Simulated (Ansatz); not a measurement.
# TaN: the cost of one run

Method: DFT r2SCAN, scalar-relativistic, plane waves, PAW, in Ansatz 0.2.0.

1 further run of the same task is left out (set aside as unsound or not needed). Runs told in other sessions of the task aren't counted.

### Step 1. The starting structure

The structure is hexagonal, space group P-62m (No. 189). The conventional cell has a = 5.200 Å, b = 5.200 Å, c = 2.910 Å, α = 90.00°, β = 90.00°, γ = 120.00°. Ta (site symmetry -6) has 6 N at 2.16 Å in its first shell of neighbours. Ta (site symmetry -62m) has 3 N at 2.04 Å in its first shell of neighbours. N (site symmetry m2m) is surrounded by 5 Ta at 2.04 to 2.16 Å.

Structure file:

```cif
data_structure
_symmetry_space_group_name_H-M 'P 1'
_symmetry_Int_Tables_number 1
_cell_length_a 5.1996
_cell_length_b 5.1996
_cell_length_c 2.9104
_cell_angle_alpha 90.000
_cell_angle_beta 90.000
_cell_angle_gamma 120.000
_cell_volume 68.14
loop_
_atom_site_label
_atom_site_type_symbol
_atom_site_fract_x
_atom_site_fract_y
_atom_site_fract_z
_atom_site_occupancy
Ta1 Ta 0.33333 0.66667 0.50000 1
Ta2 Ta 0.66667 0.33333 0.50000 1
Ta3 Ta 0.00000 0.00000 0.00000 1
N1 N 0.39241 0.00000 0.00000 1
N2 N 0.60759 0.60759 0.00000 1
N3 N 0.00000 0.39241 0.00000 1
```

It is the result of an earlier relaxation at this level (volume 11.36 Å³/atom; gap on the mesh: none (metal)).

### Step 2. The reference cell

Reference values: F = -30995.5486 eV; pressure -0.01 GPa; largest force 0.007 eV/Å; gap on the mesh none (metal). It was computed beforehand with the settings of the runs below.

### Step 3. Next: biaxial against axial strain

The cell is strained by p along both x and y and by q along z, with fractional coordinates fixed.

### Step 4. Point p = -0.050, q = -0.050

File input.yaml:

```yaml
crystal:
  lattice:
    - [4.9396483338, 0.0, 0.0]
    - [-2.4698241669, 4.2778609428, 0.0]
    - [0.0, 0.0, 2.7648413103]
  atoms:
    - { symbol: Ta, position: [0.3333333333, 0.6666666667, 0.5] }
    - { symbol: Ta, position: [0.6666666667, 0.3333333333, 0.5] }
    - { symbol: Ta, position: [0.0, 0.0, 0.0] }
    - { symbol: "N", position: [0.3924063645, 0.0, 0.0] }
    - { symbol: "N", position: [0.6075936355, 0.6075936355, 0.0] }
    - { symbol: "N", position: [0.0, 0.3924063645, 0.0] }
basis:
  ecutwfc: 500
kpoints:
  mp_grid: { grid: [12, 12, 16] }
hamiltonian:
  xc: r2scan
scf:
  occupations: { method: gaussian, width: 0.15 }
output:
  forces: true
  stress: true
  eigenvalues: true
```

Launch:

```console
$ ansatz run input.yaml --threads 2 --pin off --max-ram 5120MiB --backend cpu --events-out ev --progress --plain --runs-dir out
```

Q: Estimate wall time and peak memory on 2 threads of Intel Xeon Platinum 8259CL at 2.50GHz (Skylake/Cascade Lake), shared host.

About 38 s, with a peak of 0.71 GiB.
